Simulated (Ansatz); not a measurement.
Crystal: KTaO3.

```
CELL_PARAMETERS angstrom
3.98830 0.00000 0.00000
0.00000 3.98830 0.00000
0.00000 0.00000 3.98830
ATOMIC_POSITIONS crystal
Ta 0.00000 0.00000 0.00000
K 0.50000 0.50000 0.50000
O 0.00000 0.00000 0.50000
O 0.00000 0.50000 0.00000
O 0.50000 0.00000 0.00000
```

| Quantity | Value |
| --- | --- |
| Program | Ansatz 0.2.0 |
| Task | relaxation of cell and atoms |
| Functional | PBE |
| Potentials or basis | Ansatz PAW |
| Cutoff | 420 eV (not typed: the program's choice for these potentials) |
| k mesh | 7 × 7 × 7 |
| Occupations | fermi-dirac, width 0.05 eV |
| Spin | no spin polarisation |

At the start: volume 12.69 Å³/atom.

Task: Where does the relaxation end?

Result: It ends after 6 steps and the volume is 13.04 Å³/atom (+2.7 %); space group Pm-3m (No. 221, to 0.05 Å).

Step by step:
```csv
step,energy change (eV),largest force (eV/Å),volume (Å³)
1,0.0000,0.0000,63.44
2,-0.0191,0.0000,65.51
3,-0.0219,0.0000,65.13
4,-0.0288,0.0000,65.13
5,-0.0286,0.0000,65.18
6,-0.0286,0.0000,65.18
```

Final structure:
```cif
data_structure
_symmetry_space_group_name_H-M 'P 1'
_symmetry_Int_Tables_number 1
_cell_length_a 4.0244
_cell_length_b 4.0244
_cell_length_c 4.0244
_cell_angle_alpha 90.000
_cell_angle_beta 90.000
_cell_angle_gamma 90.000
_cell_volume 65.18
loop_
_atom_site_label
_atom_site_type_symbol
_atom_site_fract_x
_atom_site_fract_y
_atom_site_fract_z
_atom_site_occupancy
Ta1 Ta 0.00000 0.00000 0.00000 1
K1 K 0.50000 0.50000 0.50000 1
O1 O 0.00000 0.00000 0.50000 1
O2 O 0.00000 0.50000 0.00000 1
O3 O 0.50000 0.00000 0.00000 1
```

Caveat: the plane-wave basis is chosen anew once the cell has moved, so the energies of steps on either side of that aren't comparable; the pressure holds a Pulay correction of +0.5 GPa for the finite cutoff.
